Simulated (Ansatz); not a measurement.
# EuO: the cost of one run

Method: DFT r²SCAN, scalar-relativistic, plane waves, PAW, in Ansatz 0.2.0.

**1. The structure to begin with**

It takes space group Fm-3m (No. 225, cubic). Conventional cell: a = 5.048 Å, b = 5.048 Å, c = 5.048 Å, α = 90.00°, β = 90.00°, γ = 90.00°. Eu (site symmetry m-3m) is surrounded by 6 O at 2.52 Å. Around O (site symmetry m-3m) lie 6 Eu at 2.52 Å.

As a file:

```xyz
2
Lattice="0.0000 2.5238 2.5238 2.5238 0.0000 2.5238 2.5238 2.5238 0.0000" Properties=species:S:1:pos:R:3 pbc="T T T"
Eu    0.0000    0.0000    0.0000
O     2.5238    2.5238    2.5238
```

This cell comes from an earlier session at r²SCAN: 16.076 Å³/atom at 0.00 GPa, on a 12×12×12 mesh.

Volume factors to run: 0.980, 1.020, 0.960, 1.040.

**2. Scaling the volume by 0.980**

input.yaml reads:

```yaml
crystal:
  lattice:
    - [0.0, 2.5068922267, 2.5068922267]
    - [2.5068922267, 0.0, 2.5068922267]
    - [2.5068922267, 2.5068922267, 0.0]
  atoms:
    - { symbol: Eu, position: [0.0, 0.0, 0.0], spin: 7.32 }
    - { symbol: O, position: [0.5, 0.5, 0.5] }
basis:
  ecutwfc: 500
  ecutrho_ratio: 4
kpoints:
  mp_grid: { grid: [12, 12, 12] }
hamiltonian:
  xc: r2scan
scf:
  occupations: { method: gaussian, width: 0.05 }
output:
  forces: true
  stress: true
  eigenvalues: true
  populations: true
magnetization:
  spin_polarized: true
```

Launch:

```
> ansatz run input.yaml --threads 4 --pin off --max-ram 10240MiB --backend cpu --events-out ev --progress --plain --runs-dir out
```

**Question.** How long does this run take on 4 threads of Arm Neoverse V1, shared host, and how much memory does it need?

About 8.4 s, with a peak of 0.51 GiB.
